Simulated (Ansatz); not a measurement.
Crystal: Ge.

```
Ge
1.0
    -1.60842    1.60842    1.87318
     1.60842   -1.60842    1.87318
     1.60842    1.60842   -1.87318
Ge
1
Direct
  0.50000 0.50000 0.00000
```

The cell was built by a generator and needn't be a form met in nature.

```yaml
Program: Ansatz 0.2.0
Task: relaxation of cell and atoms
Functional: HSE06
Potentials_or_basis: Ansatz PAW
Cutoff: "420 eV (not typed: the program's choice for these potentials)"
k_mesh: 6 × 6 × 6
Occupations: fermi-dirac, width 0.05 eV
Spin: no spin polarisation
```

At the start: volume 19.38 Å³/atom.

Problem. Where does the relaxation end?

Solution. It ends after 7 steps and the volume is 18.72 Å³/atom (-3.4 %); space group I4/mmm (No. 139, to 0.05 Å).

Step by step:
```
step  energy change (eV)  largest force (eV/Å)  volume (Å³)
   1              0.0000                0.0000        19.38
   2             -0.0446                0.0000        19.02
   3             -0.0673                0.0000        18.30
   4             -0.0699                0.0000        18.64
   5             -0.0700                0.0000        18.72
   6             -0.0700                0.0000        18.72
   7             -0.0698                0.0000        18.72
```

Final structure:
```xyz
1
Lattice="-1.6613 1.6613 1.6957 1.6613 -1.6613 1.6957 1.6613 1.6613 -1.6957" Properties=species:S:1:pos:R:3 pbc="T T T"
Ge    0.0000    0.0000    1.6957
```

Caveat: the k mesh is coarse (spacing up to 0.46 Å⁻¹), so the values aren't converged, least of all with exact exchange; the plane-wave basis is chosen anew once the cell has moved, so the energies of steps on either side of that aren't comparable; the PAW data sets come from PBE, with cores solved anew for the run's functional, which leaves a small shift of forces and pressure.
